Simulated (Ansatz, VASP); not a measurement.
One calculation of Au, two programs

File INCAR:

```
ALGO     = Fast           # electronic algorithm
EDIFF    = 1E-7           # SCF threshold, eV
ENCUT    = 520            # plane-wave cutoff, eV
GGA      = PE             # functional
ISIF     = 2              # what is computed and relaxed
ISMEAR   = 0              # smearing method
LASPH    = T              # aspherical terms in the spheres
LCHARG   = F              # write CHGCAR
LREAL    = F              # projectors in reciprocal space
LWAVE    = F              # write WAVECAR
NBANDS   = 12             # bands
NELM     = 100            # most SCF steps
PREC     = Accurate       # precision mode
SIGMA    = 0.026000000000000002 # smearing width, eV
```

File KPOINTS:

```
k-points
0
Gamma
  11 11 11
```

POSCAR

```
Au
1.0
    0.0000000000      2.0350000000      2.0350000000
    2.0350000000      0.0000000000      2.0350000000
    2.0350000000      2.0350000000      0.0000000000
Au
1
Direct
    0.0000000000      0.0000000000      0.0000000000
```

input.yaml

```yaml
crystal:
  lattice:
    - [0.0, 2.035, 2.035]
    - [2.035, 0.0, 2.035]
    - [2.035, 2.035, 0.0]
  atoms:
    - { symbol: Au, position: [0.0, 0.0, 0.0] }
kpoints:
  mp_grid: { grid: [11, 11, 11] }
scf:
  occupations: { method: gaussian, width: 0.026 }
hamiltonian:
  xc: pbe
  pseudopotentials: { kind: all_electron, lapw: { basis_error: 0.001 } }
output:
  forces: true
  stress: true
  eigenvalues: true
```

Alike in both runs: task single point; functional PBE; k mesh 11 × 11 × 11; occupations gaussian, width 0.026 eV; no spin polarisation.

|  | VASP | Ansatz |
| --- | --- | --- |
| version | VASP 6.6.1 | Ansatz 0.2.0 |
| potentials or method | VASP PAW PBE potentials, release 64 (Au) | all-electron LAPW, scalar-relativistic |
| plane-wave cutoff (eV) | 520 | see its input |

Ansatz gave:

* gap on the k mesh at the Fermi level (eV): none
* pressure (GPa): 10.8

What did VASP give for the same quantities?

gap on the k mesh at the Fermi level (eV): none; pressure (GPa): 10.5.

A gap of «none» marks a metal or a gap that the smearing closes. Ansatz ran all-electron here, so the differences hold the error of VASP's frozen core and of both bases.

The runs have no spin-orbit coupling, so splittings on Au are missing.
